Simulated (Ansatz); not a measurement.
Se: strain and displacement

```
Se
1.0
     4.35517    0.00000    0.00000
    -2.17758    3.77169    0.00000
     0.00000    0.00000    4.94945
Se
3
Direct
  0.21700 0.00000 0.16667
  0.00000 0.21700 0.83333
  0.78300 0.78300 0.50000
```

Atom numbers follow the list: Se1, Se2, Se3.

The cell is COD entry 9008579, as deposited and not checked against the literature; nothing was relaxed.

All numbers below come from DFT, LDA, all-electron LAPW, scalar-relativistic (Ansatz 0.2.0).

Numerical set-up: a Γ-centred 8×8×6 k mesh, Fermi–Dirac smearing of 0.03 eV, basis error target 0.5 meV/atom, no spin polarisation.

The unchanged cell is at 1.38 GPa.

Semilocal functionals give too small gaps.

x, y and z are the Cartesian axes of the cell as listed; fractional coordinates follow a strain, and an engineering shear is twice the off-diagonal strain component.

**Question.** With this change (equal xy, yz and zx engineering shear strains of -3 %), what becomes of the energy and stress and forces and gap?

**Answer.** Energy change +6 meV/atom; stress change (xx, yy, zz, yz, xz, xy) -0.63, 0.79, 0.11, 1.61, 0.80, -0.29 GPa, compression positive; change of the force on Se3 (0.125, -0.136, -0.494) eV/Å; gap on the k mesh 1.04 → 0.97 eV.

**Question.** With this change (equal xy, yz and zx engineering shear strains of -1 %), what becomes of the energy and stress and forces and gap?

**Answer.** Energy change under 1 meV/atom; stress change (xx, yy, zz, yz, xz, xy) -0.22, 0.24, 0.01, 0.53, 0.29, -0.10 GPa, compression positive; change of the force on Se3 (0.043, -0.041, -0.165) eV/Å; gap on the k mesh 1.04 → 1.02 eV.

With equal xy, yz and zx engineering shear strains of +2 %: energy change +3 meV/atom; stress change (xx, yy, zz, yz, xz, xy) 0.48, -0.40, 0.05, -1.03, -0.63, 0.21 GPa, compression positive; change of the force on Se3 (-0.093, 0.066, 0.330) eV/Å; gap on the k mesh 1.04 → 0.98 eV.

**Question.** With this change (equal xy, yz and zx engineering shear strains of -2 %), what becomes of the energy and stress and forces and gap?

**Answer.** Energy change +3 meV/atom; stress change (xx, yy, zz, yz, xz, xy) -0.43, 0.50, 0.05, 1.07, 0.55, -0.20 GPa, compression positive; change of the force on Se3 (0.085, -0.086, -0.330) eV/Å; gap on the k mesh 1.04 → 0.99 eV.

**Question.** With this change (equal xy, yz and zx engineering shear strains of +1 %), what becomes of the energy and stress and forces and gap?

**Answer.** Energy change under 1 meV/atom; stress change (xx, yy, zz, yz, xz, xy) 0.23, -0.21, 0.01, -0.52, -0.31, 0.10 GPa, compression positive; change of the force on Se3 (-0.045, 0.036, 0.165) eV/Å; gap on the k mesh 1.04 → 1.01 eV.

With equal xy, yz and zx engineering shear strains of +3 %: energy change +6 meV/atom; stress change (xx, yy, zz, yz, xz, xy) 0.73, -0.57, 0.11, -1.53, -0.97, 0.32 GPa, compression positive; change of the force on Se3 (-0.143, 0.092, 0.496) eV/Å; gap on the k mesh 1.04 → 0.95 eV.
